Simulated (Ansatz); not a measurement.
Task: a breakdown of dispersion, smearing and cutoff terms of GaN, space group Fm-3m, with the Python package of Ansatz (0.2.0). Give the script and its output. Level of theory (first run): PBEsol, PAW, cutoff 420 eV, 8×8×8 k-points, fixed occupations, D3BJ dispersion.

```
CELL_PARAMETERS angstrom
0.00000 2.13524 2.13524
2.13524 0.00000 2.13524
2.13524 2.13524 0.00000
ATOMIC_POSITIONS crystal
Ga 0.00000 0.00000 0.00000
N 0.50000 0.50000 0.50000
```

Script `terms_gan.py`:
```python
"""Taking single terms out of the free energy of GaN."""

from dataclasses import dataclass

import ansatz as az


@dataclass(frozen=True)
class RunConfig:
    kmesh: tuple[int, ...] = (8, 8, 8)
    occupations: str = "Fixed"


settings = RunConfig()

gan = (
    az.Lattice.of([0.0, 2.135235, 2.135235], [2.135235, 0.0, 2.135235], [2.135235, 2.135235, 0.0])
    .atom("Ga", [0.0, 0.0, 0.0])
    .atom("N", [0.5, 0.5, 0.5])
)

calculation = (
    gan.calculation()
    .kpoints(*settings.kmesh, center="gamma")
    .occupations(settings.occupations)
)
with_term = calculation.functional("pbesol", dispersion="d3bj").basis(420).cutoff_correction(670).run(threads=1, backend="cpu").report
without = calculation.functional("pbesol").basis(420).run(threads=1, backend="cpu").report
finer = calculation.functional("pbesol").basis(670).run(threads=1, backend="cpu").report
removed = az.free_energy_without(with_term, az.EnergyTerm.DISPERSION)
print(f"dispersion term            {with_term['components']['e_disp']:.5f} eV")
print(f"F less dispersion          {removed:.5f} eV, run without it {without['free_energy_ev']:.5f} eV")
print(f"F less smearing term       {az.free_energy_without(without, az.EnergyTerm.SMEARING):.5f} eV")
print(f"estimated gain to 670 eV   {with_term['cutoff_correction']['energy_ev']:.5f} eV, found {finer['free_energy_ev'] - without['free_energy_ev']:.5f} eV")
```

```console
$ python terms_gan.py
dispersion term            -0.52062 eV
F less dispersion          -4121.97177 eV, run without it -4121.97177 eV
F less smearing term       -4121.97177 eV
estimated gain to 670 eV   -0.00775 eV, found -0.00772 eV
```

Reading the output:
- Absolute energies stand on the zero of these potentials, so only differences at equal settings mean something. A total without «per atom» is that of the cell as typed.
- This is a high-temperature or high-pressure form, not the ambient phase.
- This cell is a computed structure, which may not be the phase found in nature.
- Run time: 2.1 s on 1 thread of Arm Neoverse V2, with other jobs on the host, peak memory 0.33 GiB.
